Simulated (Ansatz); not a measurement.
The system is Cu.

```
Cu
1.0
     0.00000    1.80750    1.80750
     1.80750    0.00000    1.80750
     1.80750    1.80750    0.00000
Cu
1
Cartesian
  0.0000 0.0000 0.0000
```

```yaml
Program: Ansatz 0.2.0
Task: relaxation of cell and atoms
Functional: r2SCAN
Dispersion: D3(BJ)
Potentials_or_basis: Ansatz PAW
Cutoff: "500 eV (not typed: the program's choice for these potentials)"
k_mesh: 13 × 13 × 13
Occupations: fermi-dirac, width 0.05 eV
Spin: no spin polarisation
```

At the start: volume 11.81 Å³/atom.

Question: Where does the relaxation end?

Answer: It ends after 7 steps and the volume is 11.16 Å³/atom (-5.5 %); space group Fm-3m (No. 225, to 0.05 Å).

Step by step:
| step | energy change (eV) | largest force (eV/Å) | volume (Å³) |
| --- | --- | --- | --- |
| 1 | 0.0000 | 0.0000 | 11.81 |
| 2 | -0.0145 | 0.0000 | 11.46 |
| 3 | -0.0189 | 0.0000 | 11.12 |
| 4 | -0.0190 | 0.0000 | 11.16 |
| 5 | -0.0187 | 0.0000 | 11.16 |
| 6 | -0.0187 | 0.0000 | 11.16 |
| 7 | -0.0187 | 0.0000 | 11.16 |

Final structure:
```
Cu
1.0
     0.00000    1.77360    1.77360
     1.77360    0.00000    1.77360
     1.77360    1.77360    0.00000
Cu
1
Direct
  0.00000 0.00000 0.00000
```

Caveat: the plane-wave basis is chosen anew once the cell has moved, so the energies of steps on either side of that aren't comparable; pairwise dispersion overbinds metals, which lowers pressure and volume; the PAW data sets come from PBE, with cores solved anew for the run's functional, which leaves a small shift of forces and pressure; the dispersion damping was fitted for another functional or another form of the correction.
